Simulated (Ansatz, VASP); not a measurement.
One calculation of NbP, two programs

File INCAR:

```
SYSTEM = NbP
  ALGO = Normal
  EDIFF = 1E-7
  ENCUT = 520
  GGA = PE
  ISIF = 2
  ISMEAR = -1
  LASPH = .TRUE.
  LCHARG = .FALSE.
  LREAL = .FALSE.
  LWAVE = .FALSE.
  NBANDS = 26
  NELM = 80
  PREC = Accurate
  SIGMA = 0.05
```

KPOINTS

```
k-points
0
G
  11 11 11
  0 0 0
```

File POSCAR:

```
NbP
1.0
   -1.6636818200      1.6636818200      5.7015827992
    1.6636818200     -1.6636818200      5.7015827992
    1.6636818200      1.6636818200     -5.7015827992
Nb P
2 2
Direct
    0.2498808000      0.7498808000      0.5000000000
    0.4998808000      0.4998808000      0.0000000000
    0.8327477700      0.3327477700      0.5000000000
    0.0827477700      0.0827477700      0.0000000000
```

input.yaml

```yaml
crystal:
  lattice:
    - [-1.66368182, 1.66368182, 5.7015827992]
    - [1.66368182, -1.66368182, 5.7015827992]
    - [1.66368182, 1.66368182, -5.7015827992]
  atoms:
    - { symbol: Nb, position: [0.2498808, 0.7498808, 0.5] }
    - { symbol: Nb, position: [0.4998808, 0.4998808, 0.0] }
    - { symbol: P, position: [0.83274777, 0.33274777, 0.5] }
    - { symbol: P, position: [0.08274777, 0.08274777, 0.0] }
hamiltonian:
  xc: pbe
  pseudopotentials: { kind: paw }
kpoints:
  mp_grid: { grid: [11, 11, 11] }
scf:
  occupations: { method: fermi_dirac, width: 0.05 }
output:
  forces: true
  stress: true
  eigenvalues: true
  write_density: true
  write_potential: true
  elf: true
  volumetric_format: npy
```

Change from the starting cell: volume scaled by 0.98.

Alike in both runs: task single point; functional PBE; k mesh 11 × 11 × 11; occupations fermi-dirac, width 0.05 eV; no spin polarisation.

```csv
,VASP,Ansatz
version,VASP 6.6.1,Ansatz 0.2.0
potentials or method,"VASP PAW PBE potentials, release 64 (Nb_sv, P)",Ansatz PAW
plane-wave cutoff (eV),520,420
valence electrons in the cell,36,36
```

```csv
,VASP,Ansatz,Ansatz less VASP
gap on the k mesh at the Fermi level (eV),none,none,-
pressure (GPa),2.4,2.8,+0.41
largest component of the traceless stress (GPa),0.63,0.66,+0.023
rms of the force components (eV/Å),0.013,0.014,+0.0009
```

Atom by atom the forces differ by 0.001 eV/Å (rms over components). A gap of «none» marks a metal or a gap that the smearing closes. The functional is the same, so the differences come from potentials, cutoffs and numerics.
